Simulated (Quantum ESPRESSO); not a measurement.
A run of Quantum ESPRESSO 7.5:

Contents of pw.in:

```
&CONTROL
  calculation = 'relax'
  prefix = 'pwscf'
  outdir = './tmp'
  pseudo_dir = './pseudo'
  tprnfor = .true.
  disk_io = 'low'
  nstep = 40
  forc_conv_thr = 0.0004
  etot_conv_thr = 1d-05
/
&SYSTEM
  ibrav = 0
  nat = 2
  ntyp = 2
  ecutwfc = 75
  nbnd = 24
  input_dft = 'revpbe'
  occupations = 'smearing'
  smearing = 'fd'
  degauss = 0.00367493
  nspin = 2
  starting_magnetization(1) = 0.0625
  starting_magnetization(2) = 0
  vdw_corr = 'grimme-d2'
  london_s6 = 1.25
/
&ELECTRONS
  conv_thr = 4d-10
  electron_maxstep = 120
  mixing_beta = 0.3
/
&IONS
  ion_dynamics = 'bfgs'
/
ATOMIC_SPECIES
Ru   101.0700 Ru_ONCV_PBE-1.2.upf
Al    26.9815 Al_ONCV_PBE-1.2.upf
CELL_PARAMETERS angstrom
   2.9916000000    0.0000000000    0.0000000000
   0.0000000000    2.9916000000    0.0000000000
   0.0000000000    0.0000000000    2.9916000000
ATOMIC_POSITIONS angstrom
Ru     1.4764353732    1.5625755036    1.5239569392
Al    -0.0302480676   -0.0060280740   -0.0612769428
K_POINTS automatic
5 5 5 0 0 0
```

Potentials or basis: SG15 PBE 1.2.

Run with:

```bash
$ OMP_NUM_THREADS=1 pw.x -in pw.in > pw.out
```

Hardware: 1 thread of Intel(R) Xeon(R) CPU @ 2.60GHz (Ice Lake), with other jobs on the host.

Question: Estimate the wall time of this run.

Answer: Run time: 3.4 min on 1 thread of Intel(R) Xeon(R) CPU @ 2.60GHz (Ice Lake), on a shared host, peak memory 0.14 GiB. Counts: scf iterations 58, k pools 1, bands 24, ion steps 6, k points 63, g dense 15791.
